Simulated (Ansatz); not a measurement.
Consider the ligand exchange at the Si–C bond: `CC(F)([SiH3])[SiH3]` + `NC(N)=O` → `NC(=O)N[SiH3]` + `CC(F)[SiH3]`.

Computed with Ansatz on PBE0-D4/def2-TZVP structures; ΔE is electronic, products minus reactants. CBS: MP2 limit from def2 TZ/QZ plus the TZ coupled-cluster correction, frozen cores. DFT in def2-TZVPP. Each species was taken in one conformer, which may not be the lowest.

`CC(F)([SiH3])[SiH3]`:

Cartesian coordinates in Å:
```
C -0.467 -1.436 -0.437
C -0.117 0.039 -0.424
F -0.379 0.563 -1.719
Si 1.737 0.322 -0.104
Si -1.223 1.017 0.775
H 0.134 -1.976 -1.175
H -1.522 -1.587 -0.682
H -0.280 -1.881 0.544
H 2.055 1.769 -0.185
H 2.071 -0.182 1.255
H 2.522 -0.429 -1.119
H -2.647 0.788 0.414
H -0.906 2.465 0.699
H -0.977 0.529 2.159
```

`NC(N)=O`:

```xyz
8

N     0.200   -0.831    0.815
C    -0.043   -0.275   -0.421
N    -0.158    1.097   -0.407
O    -0.145   -0.934   -1.431
H     0.478   -1.796    0.771
H     0.683   -0.277    1.502
H    -0.528    1.475   -1.263
H    -0.487    1.540    0.434
```

`NC(=O)N[SiH3]`:

```xyz
11

N    -1.091   -1.464    1.094
C    -0.227   -0.869    0.217
O     0.506   -1.503   -0.522
N    -0.183    0.500    0.217
Si    0.979    1.239   -0.864
H    -1.219   -2.451    0.954
H    -1.884   -0.956    1.443
H    -0.719    1.016    0.893
H     0.670    0.936   -2.279
H     2.371    0.857   -0.535
H     0.798    2.695   -0.619
```

`CC(F)[SiH3]`:

Z-matrix (Å, degrees):
```
C
C 1 1.510
H 1 1.092 2 111.2
H 1 1.093 2 110.5 3 120.5
H 1 1.093 2 110.1 3 -120.0
F 2 1.402 1 108.9 3 -63.4
Si 2 1.902 1 114.3 3 57.2
H 2 1.097 1 109.8 3 -179.5
H 7 1.486 2 109.3 1 -57.0
H 7 1.488 2 108.7 1 62.3
H 7 1.484 2 110.1 1 -177.9
```

CCSD(T)/CBS gives -70.4 kJ/mol.

**Question.** Another level gave -67.5 kJ/mol. Which?
A. r2SCAN/def2-TZVPP
B. HF/def2-TZVPP
C. PBE/def2-TZVPP
D. B2PLYP/def2-TZVPP

**Answer.** A. r2SCAN -67.5, B2PLYP -73.7, HF/def2-TZVPP -88.3, PBE -61.7 kJ/mol.

Largest T1 diagnostic among the species: 0.014.

From PBE to PBE0 (25 % exact exchange), in def2-TZVPP and without D4, ΔE moves by −5.3 kJ/mol. In def2-TZVPP, CCSD(T) changes the Hartree–Fock value by +17.4 kJ/mol (the triples alone add +2.8 kJ/mol) and MP2 by +15.7 kJ/mol. The D4 term adds +5.3 kJ/mol with B3LYP and +3.0 kJ/mol with PBE0; it sums over pairs of atoms, weighted by their polarisabilities, and B3LYP, whose exchange is more repulsive, gets the larger term.

B3LYP here is the variant with VWN-RPA as its local correlation; programs differ in this.

CCSD(T)/CBS has its own doubt, a few kJ/mol and more with outer-core shells, so smaller differences from it don't rank the levels.
